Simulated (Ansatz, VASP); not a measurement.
One calculation of Ag, two programs

```
Ag
1.0
     0.00000    3.04523    3.04523
     3.04523    0.00000    3.04523
     3.04523    3.04523    0.00000
Ag
2
Direct
  0.50000 0.50000 0.50000
  0.75000 0.75000 0.75000
```

Alike in both runs: functional r2SCAN; k mesh 6 × 6 × 6; occupations gaussian, width 0.1 eV; no spin polarisation.

Ansatz relaxed the structure, and its values are those at the end. VASP's run is a single point on that final structure, the one shown.

|  | VASP | Ansatz |
| --- | --- | --- |
| version | VASP 6.6.1 | Ansatz 0.2.0 |
| potentials or method | VASP PAW PBE potentials, release 64 (Ag) | scalar-relativistic, plane waves, PAW |
| plane-wave cutoff (eV) | 520 | 500 |
| valence electrons in the cell | 22 | 38 |

```tsv
	VASP	Ansatz	Ansatz less VASP
gap on the k mesh at the Fermi level (eV)	none	none	-
pressure (GPa)	0.4	0.3	-0.06
```

A gap of «none» marks a metal or a gap that the smearing closes. The two sets of potentials don't hold the same shells in valence.

Caveats: the PAW data sets were made with another functional, which shifts forces and pressure a little (VASP).
